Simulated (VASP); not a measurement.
# Br (R-3m) in VASP: single point with PBEsol

Aim: the single point of Br with PBEsol.

Everything below comes from runs of VASP 6.6.1. Logs are shortened: lines on timing, memory, paths and dates and some standing lists are left out, and cuts for length are marked.

**1. The structure**

The structure is trigonal, space group R-3m (No. 166). The conventional cell has a = 8.183 Å, b = 8.183 Å, c = 20.932 Å, α = 90.00°, β = 90.00°, γ = 120.00°. Around Br (site symmetry m) lie 6 Br at 2.78 to 3.01 Å. Around Br (site symmetry m) lie 7 Br at 2.97 to 3.35 Å.

The cell was built by a generator and needn't be a form met in nature.

**2. Single point, PBEsol**

INCAR

```
SYSTEM = Br
  ALGO = Fast
  EDIFF = 1E-6
  ENCUT = 520
  GGA = PS
  ISIF = 2
  ISMEAR = 0
  LASPH = .True.
  LCHARG = .False.
  LREAL = .False.
  LWAVE = .False.
  NBANDS = 54
  NELM = 100
  PREC = Accurate
  SIGMA = 0.1
```

KPOINTS

```
k-points
0
Gamma
  3 3 3
  0 0 0
```

POSCAR

```
Br
1.0
    4.0912552071      2.3620872951      6.9772354751
   -4.0912552071      2.3620872951      6.9772354751
    0.0000000000     -4.7241745901      6.9772354751
Br
12
Direct
    0.0101900000      0.6536100000      0.0101900000
    0.0101900000      0.0101900000      0.6536100000
    0.6536100000      0.0101900000      0.0101900000
    0.9898100000      0.3463900000      0.9898100000
    0.3463900000      0.9898100000      0.9898100000
    0.9898100000      0.9898100000      0.3463900000
    0.2211800000      0.6306000000      0.2211800000
    0.2211800000      0.2211800000      0.6306000000
    0.6306000000      0.2211800000      0.2211800000
    0.7788200000      0.3694000000      0.7788200000
    0.3694000000      0.7788200000      0.7788200000
    0.7788200000      0.7788200000      0.3694000000
```

Potentials or basis: VASP PAW PBE potentials, release 64 (Br).

Launch:

```sh
$ cat potpaw_PBE.64/Br/POTCAR > POTCAR
$ mpirun -np 1 vasp_std > vasp.out
```

OUTCAR:

```text
SYSTEM = Br
   EDIFF = 1E-6
   ENCUT = 520
   GGA = PS
   ISIF = 2
   ISMEAR = 0
   LASPH = .True.
   LREAL = .False.
   NELM = 100
   PREC = Accurate

 ion  position               nearest neighbor table
   1  0.010  0.654  0.010-   4 2.78
   2  0.010  0.010  0.654-   6 2.78
   3  0.654  0.010  0.010-   5 2.78
   4  0.990  0.346  0.990-   1 2.78
   5  0.346  0.990  0.990-   3 2.78
   6  0.990  0.990  0.346-   2 2.78
   7  0.221  0.631  0.221-
   8  0.221  0.221  0.631-
   9  0.631  0.221  0.221-
  10  0.779  0.369  0.779-
  11  0.369  0.779  0.779-
  12  0.779  0.779  0.369-

  LATTYP: Found a trigonal (rhomboedric) cell.
 ALAT       =     8.4261284368
 COS(alpha) =     0.5284942553

  Lattice vectors:

 A1 = (   4.0912552071,   2.3620872951,   6.9772354751)
 A2 = (  -4.0912552071,   2.3620872951,   6.9772354751)
 A3 = (   0.0000000000,  -4.7241745901,   6.9772354751)

Analysis of symmetry for initial positions (statically):
=====================================================================
 Subroutine PRICEL returns:
 Original cell was already a primitive cell.

 Routine SETGRP: Setting up the symmetry group for a
 trigonal (rhombohedral) supercell.

 Subroutine GETGRP returns: Found 12 space group operations
 (whereof 12 operations were pure point group operations)
 out of a pool of 12 trial point group operations.

The static configuration has the point symmetry D_3d.

Analysis of symmetry for dynamics (positions and initial velocities):
=====================================================================
 Subroutine PRICEL returns:
 Original cell was already a primitive cell.

 Routine SETGRP: Setting up the symmetry group for a
 trigonal (rhombohedral) supercell.

 Subroutine GETGRP returns: Found 12 space group operations
 (whereof 12 operations were pure point group operations)
 out of a pool of 12 trial point group operations.

The dynamic configuration has the point symmetry D_3d.

 Subroutine INISYM returns: Found 12 space group operations
 (whereof 12 operations are pure point group operations),
 and found     1 'primitive' translations

----------------------------------------------------------------------------------------
[... 103 lines left out ...]
   TEBEG  =    0.0;   TEEND  =   0.0 temperature during run
   PSTRESS=    0.0 pullay stress
   NELECT =      84.0000    total number of electrons
   NUPDOWN=      -1.0000    fix difference up-down
   EMIN   =  10.00;   EMAX   =-10.00  energy-range for DOS
   EFERMI =   0.00;   METHOD = LEGACY
   ISMEAR =     0;   SIGMA  =   0.10  broadening in eV -4-tet -1-fermi 0-gaus
   EFERMI_NEDOS =   21; number of points for ismear=-14 and -15
   IALGO  =     68    algorithm
   IMIX   =      4    mixing-type and parameters
     AMIX     =   0.40;   BMIX     =  1.00
     AMIX_MAG =   1.60;   BMIX_MAG =  1.00
  volume/ion in A,a.u.               =      33.71       227.51
  Fermi-wavevector in a.u.,A,eV,Ry     =   0.969406  1.831911 12.786038  0.939747
  Thomas-Fermi vector in A             =   2.099455
   LORBIT       =      0    0 simple, 1 ext, 2 COOP (PROOUT), +10 PAW based schemes
   GGA     = PS    functional components
   LHFCALC =     F    Hartree Fock is set to
   AEXX    =    0.0000 exact exchange contribution
   IVDW    =     0    specifies the selected vdW correction
   LEPSILON=     F    determine dielectric tensor
   LRPA    =     F    only Hartree local field effects (RPA)
 non-spin polarized calculation
 RMM-DIIS sequential band-by-band and
 Gauss-broadening in eV      SIGMA  =   0.10
  energy-cutoff  :      520.00
  volume of cell :      404.56
 maximum number of plane-waves:     10915
 NGX is ok and might be reduce to    64
   NGX = 31   NGY = 31   NGZ = 31

 number of electron      83.9999997 magnetization

 Free energy of the ion-electron system (eV)
  ---------------------------------------------------
  ext. energy  EPLUGINS =         0.00000000
  ---------------------------------------------------
  free energy    TOTEN  =       -14.61032541 eV

  energy without entropy =      -14.54052337  energy(sigma->0) =      -14.57542439

 E-fermi :   0.2044     XC(G=0):  -7.8444

 val. band max:        0.1208852932   @ k =   0.3333   0.3333   0.0000
 cond. band min:       0.2214778289   @ k =  -0.3333   0.3333   0.3333
 fundamental gap:      0.1005925357
 Fermi energy:         0.2043549304

 k-point     1 :       0.0000    0.0000    0.0000
  band No.  band energies     occupation
      1     -16.0145      2.00000
      2     -14.9512      2.00000
      3     -14.7203      2.00000
      4     -14.7203      2.00000
      5     -14.6869      2.00000
      6     -14.6869      2.00000
[... 331 lines left out ...]
     53       7.2306      0.00000
     54       7.4627      0.00000

------------------------ aborting loop because EDIFF is reached ----------------------------------------

  FORCE on cell =-STRESS in cart. coord.  units (eV):
  Direction    XX          YY          ZZ          XY          YZ          ZX
  --------------------------------------------------------------------------------------
  -------------------------------------------------------------------------------------
  Total        5.9312943      5.9312943      2.4632494      0.0000000      0.0000000      0.0000000
  in kB       23.4894534     23.4894534      9.7551023      0.0000000      0.0000000      0.0000000
  external PRESSURE =      18.9113364 kB  Pullay stress =       0.0000000 kB

 VOLUME and BASIS-vectors are now :
 -----------------------------------------------------------------------------
  energy-cutoff  :      520.00
  volume of cell :      404.56
      direct lattice vectors                 reciprocal lattice vectors
     4.091255207  2.362087295  6.977235475     0.122211882  0.070559063  0.047774414
    -4.091255207  2.362087295  6.977235475    -0.122211882  0.070559063  0.047774414
     0.000000000 -4.724174590  6.977235475     0.000000000 -0.141118126  0.047774414

 POSITION                                       TOTAL-FORCE (eV/Angst)
 -----------------------------------------------------------------------------------
     -2.63240      1.51981      4.70259         1.001299     -0.578100     -1.087706
      0.00000     -3.03963      4.70259         0.000000      1.156200     -1.087706
      2.63240      1.51981      4.70259        -1.001299     -0.578100     -1.087706
      2.63240     -1.51981     16.22912        -1.001299      0.578100      1.087706
     -2.63240     -1.51981     16.22912         1.001299      0.578100      1.087706
      0.00000      3.03963     16.22912         0.000000     -1.156200      1.087706
     -1.67504      0.96709      7.48629         0.776409     -0.448260     -0.025772
      0.00000     -1.93417      7.48629         0.000000      0.896519     -0.025772
      1.67504      0.96709      7.48629        -0.776409     -0.448260     -0.025772
      1.67504     -0.96709     13.44541        -0.776409      0.448260      0.025772
     -1.67504     -0.96709     13.44541         0.776409      0.448260      0.025772
      0.00000      1.93417     13.44541         0.000000     -0.896519      0.025772
 -----------------------------------------------------------------------------------
    total drift:                                0.000000     -0.000000     -0.000000

  FREE ENERGIE OF THE ION-ELECTRON SYSTEM (eV)
  ---------------------------------------------------
  free  energy   TOTEN  =       -14.6103254072 eV

  energy  without entropy=      -14.5405233659  energy(sigma->0) =      -14.57542439
```

OSZICAR:

```text
N       E                     dE             d eps       ncg     rms          rms(c)
DAV:   1     0.634063481186E+03    0.63406E+03   -0.34336E+04   648   0.130E+03
DAV:   2     0.512070353762E+02   -0.58286E+03   -0.56929E+03   912   0.227E+02
DAV:   3    -0.137570251855E+02   -0.64964E+02   -0.63757E+02   722   0.862E+01
DAV:   4    -0.150379618599E+02   -0.12809E+01   -0.12748E+01   752   0.139E+01
DAV:   5    -0.150615190474E+02   -0.23557E-01   -0.23550E-01   706   0.181E+00    0.219E+01
RMM:   6    -0.150899961638E+02   -0.28477E-01   -0.10053E+00   720   0.253E+00    0.139E+01
RMM:   7    -0.150682720745E+02    0.21724E-01   -0.86868E-01   720   0.249E+00    0.932E+00
RMM:   8    -0.146099177633E+02    0.45835E+00   -0.18754E-01   676   0.146E+00    0.501E-01
RMM:   9    -0.146100880265E+02   -0.17026E-03   -0.23377E-02   720   0.551E-01    0.202E-01
RMM:  10    -0.146102105938E+02   -0.12257E-03   -0.36861E-03   749   0.230E-01    0.799E-02
RMM:  11    -0.146103096864E+02   -0.99093E-04   -0.10129E-03   766   0.105E-01    0.690E-02
RMM:  12    -0.146103186242E+02   -0.89378E-05   -0.12972E-04   735   0.440E-02    0.467E-02
RMM:  13    -0.146103237955E+02   -0.51713E-05   -0.36193E-05   731   0.237E-02    0.123E-02
RMM:  14    -0.146103248831E+02   -0.10876E-05   -0.85009E-06   661   0.110E-02    0.477E-03
RMM:  15    -0.146103254072E+02   -0.52413E-06   -0.17932E-06   454   0.527E-03
   1 F= -.14610325E+02 E0= -.14575424E+02  d E =-.698020E-01
```

Run time: 3.5 min. Hardware: 1 thread of AMD EPYC 7R13 (Zen 3), shared host; peak memory 0.53 GiB.

What came out:

```yaml
Free_energy: -14.6103 eV
Pressure: 1.9 GPa
Largest_force: 1.587 eV/Å
Band_gap_on_the_k_mesh: none (metal or under the smearing width)
```

Forces in eV/Å, atoms in the order of the input:
```
Br   1.001 -0.578 -1.088
Br   0.000  1.156 -1.088
Br  -1.001 -0.578 -1.088
Br  -1.001  0.578  1.088
Br   1.001  0.578  1.088
Br   0.000 -1.156  1.088
Br   0.776 -0.448 -0.026
Br   0.000  0.897 -0.026
Br  -0.776 -0.448 -0.026
Br  -0.776  0.448  0.026
Br   0.776  0.448  0.026
Br   0.000 -0.897  0.026
```

Caveat: the PAW data sets were made with another functional, which shifts forces and pressure a little.
